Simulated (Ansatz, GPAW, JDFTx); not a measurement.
One calculation of Ge, 3 ways

```
Ge
1.0
    -2.57449    2.57449    1.39741
     2.57449   -2.57449    1.39741
     2.57449    2.57449   -1.39741
Ge
2
Direct
  0.50000 0.50000 0.00000
  0.25000 0.75000 0.50000
```

This isn't the form of Ge at room conditions, which is diamond.

Alike in all runs: task single point; functional LDA; k mesh 11 × 11 × 11; occupations gaussian, width 0.1 eV; no spin polarisation; no spin-orbit coupling. LDA stands for any of its common fits. Pressure is positive in compression and, in plane waves, holds the error of the finite cutoff.

```tsv
program and potentials	plane-wave cutoff (eV)	notes	pressure (GPa)
Ansatz, all-electron LAPW, scalar-relativistic	-	-	-2.42
JDFTx, PseudoDojo-SR-LDA-0.4.1-standard with smoothed tails	1061	14 valence electrons an atom on average	?
GPAW, the program's PAW data sets (release 1.2.1) made for this functional	600	4 valence electrons an atom on average	-2.53
```

Problem. Estimate from the other rows what the run with JDFTx, PseudoDojo-SR-LDA-0.4.1-standard with smoothed tails gave.

Solution. Pressure -2.52 GPa. The other rows, which needn't bracket it: pressure -2.53 to -2.42.
